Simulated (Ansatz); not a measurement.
Runs of Ansatz 0.2.0 on Ti. The structure is cubic, space group Fm-3m (No. 225). Conventional cell: a = 4.060 Å, b = 4.060 Å, c = 4.060 Å, α = 90.00°, β = 90.00°, γ = 90.00°. Around Ti (site symmetry m-3m) lie 12 Ti at 2.87 Å. This isn't the form of Ti at room conditions, which is hcp.

| level | cutoff (eV) | gap on the mesh (eV) | pressure (GPa) | relaxed volume (Å³/atom) |
| --- | --- | --- | --- | --- |
| LDA | 420 | none | 0.0 | 16.00 |
| RPBE | 420 | none | 0.0 | 17.91 |
| PBEsol | 420 | none | 0.0 | 16.65 |
| revPBE | 420 | none | 0.0 | 17.75 |
| PBE | 420 | none | 0.0 | (b) |
| BLYP | 420 | none | 0.0 | (a) |
| r2SCAN | 500 | none | 0.0 | 17.35 |

Alike in all rows: task relaxation of cell and atoms; potentials or basis Ansatz PAW; no spin polarisation; cell relaxed; k mesh 11 × 11 × 11; smearing fermi-dirac 0.05 eV.

Fill in the values left out.

(a) 17.74; (b) 17.36.

Caveats: the plane-wave basis is chosen anew once the cell has moved, so the energies of steps on either side of that aren't comparable; the PAW data sets come from PBE, with cores solved anew for the run's functional, which leaves a small shift of forces and pressure (some runs).

A gap of «none» marks a metal or a gap under the smearing width.
